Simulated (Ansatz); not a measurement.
Is this TiB2 structure stable?

It was relaxed at this level from a cell as deposited in COD.

Theory: Ansatz, DFT PBE, scalar-relativistic, plane waves, PAW. Cutoff 420 eV, Γ-centred 18×18×14 mesh (3-atom cell), Gaussian smearing of 0.10 eV, no spin polarisation.

```
CELL_PARAMETERS angstrom
3.03180 0.00000 0.00000
-1.51590 2.62562 0.00000
0.00000 0.00000 3.22423
ATOMIC_POSITIONS crystal
Ti 0.00000 0.00000 0.00000
B 0.33333 0.66667 0.50000
B 0.66667 0.33333 0.50000
```

Formation energies are uncorrected and refer to the elements' standard structures at the same level.

Question: These tests were run: energy against the elements; random kick, then relaxation without symmetry; phonons on a 3×3×2 q mesh; elastic tensor. What do they show?

Answer:

| test | result |
| --- | --- |
| energy against the elements | −1.07 eV/atom |
| random kick, then relaxation without symmetry | returns |
| phonons on a 3×3×2 q mesh | no imaginary mode on the mesh |
| elastic tensor | least eigenvalue 257 GPa |

It fails none of these tests. Competing phases weren't compared here.

The kick test ran on a coarse mesh. The run for the phonons used an 18×18×14 k mesh and Fermi–Dirac smearing of 0.15 eV. The run for the elastic tensor used an 18×18×14 k mesh and Fermi–Dirac smearing of 0.15 eV.
